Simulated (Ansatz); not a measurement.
# BaTiO3 under changes of volume

One of the cells (12.856 Å³/atom); the others are scaled copies at fixed shape and fractional positions:

```
Ba Ti O
1.0
     3.99980    0.00000    0.00000
     0.00000    3.99980    0.00000
     0.00000    0.00000    4.01800
Ba Ti O
1 1 3
Direct
  0.00000 0.00000 0.00000
  0.50000 0.50000 0.49000
  0.00000 0.50000 0.51700
  0.50000 0.00000 0.51700
  0.50000 0.50000 0.01900
```

| Item | Value |
| --- | --- |
| Program | Ansatz 0.2.0 |
| Functional | PBE |
| Dispersion | D3(BJ) |
| Potentials or basis | Ansatz PAW |
| Cutoff | 420 eV (not typed: the program's choice for these potentials) |
| k mesh | 7 × 7 × 7 |
| Occupations | fermi-dirac, width 0.05 eV |
| Spin | no spin polarisation |

```tsv
volume (Å³/atom)	energy over the lowest point (meV/atom)	pressure (GPa)	gap on the mesh (eV)	largest force (eV/Å)
12.085	22.12	10.8	2.07	0.155
12.342	8.37	6.4	2.02	0.087
12.599	1.26	2.5	1.98	0.184
12.856	0.00	-0.9	1.93	0.311
13.113	4.07	-4.1	1.88	0.430
13.371	12.89	-6.9	1.84	0.541
13.628	?	?	?	?
```

**Question.** What does the run at 13.628 Å³/atom give?

**Answer.** Energy over the lowest point 25.94 meV/atom; pressure -9.4 GPa; gap on the mesh 1.80 eV; largest force 0.645 eV/Å.

Worked out: A Birch-Murnaghan fit of order 3 (a polynomial in V^(-2/3)) to the other rows has its minimum at 12.78 Å³/atom with B0 = V·E''(V) = 169 GPa and B' = 4.5 at fixed shape and positions, which overstates the stiffness. It gives 25.92 meV/atom at 13.628 Å³/atom, against the run's 25.94, and -dE/dV = -9.3 GPa, against -9.4. A straight line through the other rows of the gap, of slope -2.29 eV per unit of ln V, extrapolates to 1.80 eV, against the run's 1.80.

Energies are extrapolated to zero smearing.

Caveats: odd divisions of the mesh miss points on the zone boundary, where band edges often lie, so the gap on the mesh can be too wide; spin-orbit coupling is left out, which moves the levels of the heavy elements.

A mesh can miss the band edges.
